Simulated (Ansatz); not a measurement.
La under changes of volume

One of the cells (36.962 Å³/atom); the others are scaled copies at fixed shape and fractional positions:

```
La
1.0
     3.75000    0.00000    0.00000
    -1.87500    3.24760    0.00000
     0.00000    0.00000    6.07000
La
2
Direct
  0.66667 0.33333 0.75000
  0.33333 0.66667 0.25000
```

This isn't the form of La at room conditions, which is double hcp.

```yaml
Program: Ansatz 0.2.0
Functional: PBE
Potentials_or_basis: Ansatz PAW
Cutoff: "420 eV (not typed: the program's choice for these potentials)"
k_mesh: 8 × 8 × 5
Occupations: fermi-dirac, width 0.05 eV
Spin: no spin polarisation
```

```csv
volume (Å³/atom),energy over the lowest point (meV/atom),pressure (GPa)
34.744,?,?
35.483,13.20,1.8
36.222,6.24,1.2
36.962,1.86,0.7
37.701,0.00,0.1
38.440,0.52,-0.4
39.179,3.29,-0.8
```

Q: What does the run at 34.744 Å³/atom give?

A: Energy over the lowest point 22.73 meV/atom; pressure 2.4 GPa.

Worked out: A Birch-Murnaghan fit of order 3 (a polynomial in V^(-2/3)) to the other rows has its minimum at 37.91 Å³/atom with B0 = V·E''(V) = 26 GPa (rough, since the energies scatter) at fixed shape and positions, which overstates the stiffness. It gives 22.89 meV/atom at 34.744 Å³/atom, against the run's 22.73, and -dE/dV = 2.4 GPa, against 2.4.

Energies are extrapolated to zero smearing.
